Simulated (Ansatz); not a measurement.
PbF2 (Fluorocronite):

```
Pb F
1.0
     0.00000    2.96366    2.96366
     2.96366    0.00000    2.96366
     2.96366    2.96366    0.00000
Pb F
1 2
Direct
  0.00000 0.00000 0.00000
  0.75000 0.75000 0.75000
  0.25000 0.25000 0.25000
```

Below is the output of Ansatz 0.2.0 for this cell. Logs are shortened: lines on timing, memory, paths and dates and some standing lists are left out, and cuts for length are marked.

```text
Warning: RAYON_NUM_THREADS=2 ignored (pool sized by the plan → 2); use --threads N
Engine: ansatz 0.2.0, x86_64-unknown-linux-gnu
Pseudopotentials: kind: paw
Pseudopotential: Pb, paw, valence charge 14, recommended cutoff 500 eV (meta_gga), Pb.paw.azcp
Pseudopotential: F, paw, valence charge 7, recommended cutoff 500 eV (meta_gga), F.paw.azcp
Functional definition: r2SCAN
  parameter k0 = 0.174
  parameter k1 = 0.065
  parameter a1 = 4.9479
  exchange = r2scan_x(k0 = k0, k1 = k1, a1 = a1)
  correlation = r2scan_c
Crystal: 3 atoms, lattice volume = 52.061 Å³
Basis set: ecut = 500 eV, 1363 PW (Γ), exchange–correlation on 128×128×128 points (64 copies of the dense FFT grid, shifted against one another)
Bands: 18, of which v1, the nominal top of the filled ones, is band 14 counted from 1 (13 counted from 0)
Symmetry: 48 space group operations
Space group: Fm-3m (ITA 225), of the structure as read, at distance tolerance 3.7e-5 Å
k-points: 29 of 512
Non-local potential: Pb, projectors of the file, l = 0: 2, l = 1: 2, l = 2: 2, l = 3: 2
Non-local potential: F, projectors of the file, l = 0: 2, l = 1: 2, l = 2: 1
PAW form: soft (Blöchl's): semilocal exchange-correlation on the pseudo side does not see the compensation charge
PAW frozen core: Pb, regenerated for the run's functional (the file was generated under x = pbe(κ = 0.804, μ = 0.2195149727645171), c = pbe(β = 0.06672455060314922))
PAW frozen core: F, regenerated for the run's functional (the file was generated under x = pbe(κ = 0.804, μ = 0.2195149727645171), c = pbe(β = 0.06672455060314922))
PAW one-centre angular grid: Pb, 590 points (default); XC on 160 Gauss nodes
PAW one-centre angular grid: F, 302 points (default); XC on 160 Gauss nodes
Initial density: superposition of atomic densities (neutral atoms: chi_scale 0, normalization atom), corrected by the library's trained network
Initial wavefunctions: pseudopotential atomic-orbital guess
Functional: x = r2scan, c = r2scan; τ floored in thin density (d = 2e-4 eV/Å³)
SCF iter   1: F=—  HF=-13542.208909 eV  |F-HF|=—  |Δ(HF+E_count)|=         —  Δρ=9.38e-3  dr2=4.16e-2  dr2_τ=5.62e-2  ethr=1.77e-3  ⟨swp⟩=5.8  Hψ=2620  notcnv=0
preconditioner: auto → none  [insulator: Δε(μ)=5.037 eV  Ē_g=18.178 eV  σ=0.050 eV  W_gap=1.00  n_scr=14 (ndim 8)  ℏωp=27.2 eV  f_vac=0.130  D(μ)=0.00/eV (n_scr^D=0)  ε∞_Penn≈3.2]
SCF iter   2: F=—  HF=-13542.239264 eV  |F-HF|=—  |Δ(HF+E_count)|=   3.04e-2  Δρ=5.62e-3  dr2=5.66e-3  dr2_τ=1.46e-3  ethr=1.49e-4  ⟨swp⟩=2.0  Hψ=1276  notcnv=0
[... 56 lines left out ...]
Harris-Foulkes:  -13542.230296 eV  (|F-HF|=3.64e-12)
Internal energy: -13542.230296 eV  (E = F + TS)
E sigma→0 (E₀):  -13542.230296 eV
Fermi energy:    7.621192 eV
--- Per-component energies (eV) ---
  E_band       = -136.504074
  E_kinetic    = 702.206799
  E_local      = -2229.538232  (includes V_loc(G=0)·N_el)
  E_nonlocal   = 496.590836
  E_hartree    = 859.531160
  E_xc         = -368.928207
  E_vxc        = -379.654682  (∫ρ·V_xc dr)
  E_paw        = -10834.173452  (= ΣΔE_a)
  E_vpaw       = -472.613467  (= ΣTr[D̂ρ^β])
  E_aug_tail   = 0.002099  (compensation charges beyond the density's cutoff)
  E_vtau       = 27.440264  (kinetic-family band-sum trace: ∫τ·v_τ [+ j·A + Jᵃ·Aᵃ] dr)
  E_ewald      = -2168.824020
  E_core_change = 0.902719  (= ΣΔE_core)
  E_smearing   = -0.000000  (= −TS)
  E_closure    = 0.000000  (closes the sum)
  Σ components = -13542.230296   (vs F -13542.230296, Δ=0.00e0)
--- Forces (eV/Å), atoms counted from 1 ---
  atom   1  Pb    -0.00000000     0.00000000    -0.00000000
  atom   2  F     -0.00000000    -0.00000000    -0.00000000
  atom   3  F      0.00000000     0.00000000     0.00000000
  max |Σ_I F_I| component: 9.25e-18 eV/Å
--- Stress (GPa, compression-positive) ---
        2.014062      -0.000000      -0.000000
       -0.000000       2.014062      -0.000000
       -0.000000      -0.000000       2.014062
  P = ⅓ Tr σ = 2.0141 GPa (20.141 kbar)
--- Band table (eV; the first three rows and the last of 29) ---
  k-point 0: bands = ["-17.5490", "-16.9158", "-9.8598", "-9.8598", "-9.8598", "-9.8047", "-9.8047", "0.5561", "2.2334", "2.2334", "2.2334", "2.7463", "2.7463", "2.7463", "12.4202", "12.4202", "12.4202", "15.8402"]
  k-point 1: bands = ["-17.5187", "-16.9432", "-9.8530", "-9.8530", "-9.8256", "-9.8046", "-9.8046", "0.2009", "2.1133", "2.2032", "2.2032", "2.7203", "2.7203", "3.2472", "11.7857", "12.5603", "12.5603", "16.8578"]
  k-point 2: bands = ["-17.4384", "-17.0148", "-9.8437", "-9.8437", "-9.7969", "-9.7969", "-9.7447", "-0.3964", "1.9312", "2.1318", "2.1318", "2.6578", "2.6578", "4.0864", "10.9759", "12.9071", "12.9071", "18.2842"]
  k-point 28: bands = ["-17.2092", "-17.2092", "-9.8286", "-9.7947", "-9.7618", "-9.6903", "-9.6903", "-1.5177", "0.9579", "2.0394", "2.0394", "3.1065", "3.2465", "5.0991", "11.7127", "11.7127", "12.9819", "15.5804"]
--- Relaxed structure (4 steps of the walk, 4 accepted, 1 SCFs on fresh bases) ---
  F+E_penalty+E_count = -13542.23029638 eV   max|allowed force component| = 6.939e-17 eV/Å   (the final SCF, on the basis selected at the relaxed cell)
  cell:  # Å, volume = 50.6397 Å³
    - [-1.2738430082238982e-35, 2.9364351223156167, 2.9364351223156167]
    - [2.9364351223156167, -5.095372032895593e-35, 2.9364351223156167]
    - [2.9364351223156167, 2.9364351223156167, -9.299053960034451e-34]
  atoms:
    - { symbol: Pb, position: [9.660290980306086e-34, -1.2404095671004412e-33, -4.973710106473504e-34] }
    - { symbol: F, position: [0.75, 0.75, 0.75] }
    - { symbol: F, position: [0.25, 0.25, 0.25] }
```

Problem. What input gives this log?

Solution. Relaxation of cell and atoms with r2SCAN, no spin polarisation. The files as run (others can give the same):

input.yaml
```yaml
crystal:
  lattice:
    - [0.0, 2.96366, 2.96366]
    - [2.96366, 0.0, 2.96366]
    - [2.96366, 2.96366, 0.0]
  atoms:
    - { symbol: Pb, position: [0.0, 0.0, 0.0] }
    - { symbol: F, position: [0.75, 0.75, 0.75] }
    - { symbol: F, position: [0.25, 0.25, 0.25] }
hamiltonian:
  xc: r2scan
  pseudopotentials: { kind: paw }
kpoints:
  mp_grid: { grid: [8, 8, 8] }
scf:
  occupations: { method: fermi_dirac, width: 0.05 }
output:
  forces: true
  stress: true
  eigenvalues: true
relax:
  f_tol: 0.01
  max_steps: 40
  cell: { stress_tol: 0.05, p_target: 2.0 }
```

Potentials or basis: Ansatz PAW.
Command:
```sh
$ ansatz run input.yaml --threads 2 --pin off --max-ram 5632MiB --backend cpu --events-out ev --progress --plain --runs-dir out
```

Caveat: the plane-wave basis is chosen anew once the cell has moved, so the energies of steps on either side of that aren't comparable; spin-orbit coupling is left out, which as a rule narrows the gap of such compounds by several tenths of an eV; the PAW data sets come from PBE, with cores solved anew for the run's functional, which leaves a small shift of forces and pressure.
